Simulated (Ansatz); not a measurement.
**Au: enthalpy against pressure**

Au, Fm-3m, a = 4.158 Å. Ansatz: PBE, PAW, 420 eV, Γ-centred 18×18×18 mesh on 1 atom, Gaussian smearing 0.10 eV; no spin polarisation. Cell and atoms are relaxed at each pressure, and no other structure is tried, so the rows at high pressure may lie past a change of phase. y is the enthalpy over the state at zero pressure; there V0 = 17.971 Å³/atom. The pressures are the targets, met within 0.06 GPa.

```tsv
P (GPa)	y (eV/atom)
-3.0	-0.3403
0.0	0.0000
3.0	0.3331
8.0	?
15.0	1.6093
30.0	3.1113
60.0	5.9087
```

Q: Fit y = c1 P + c2 P² + c3 P³ to the other rows, say what c1 and c2 mean, and predict the missing value.

A: Least squares on the rows shown. y = 0.11180 P − 0.00031870 P² + 1.6109×10⁻⁶ P³. Since dH/dP = V, c1 is V0: 0.11180 eV/GPa × 160.2 = 17.910 Å³ against 17.971; c2 = −V0/(2B0) gives B0 = 175 GPa, where a Birch–Murnaghan fit to the volumes of the same runs (not shown) gives 142 GPa: a cubic over this range folds the higher terms into c2. At P = 8.0 the fit asked for gives 0.8748 eV/atom. The run gave 0.8748 eV/atom, the same to the digits shown.

Spin–orbit coupling is left out, which can shift energies with elements as heavy as these.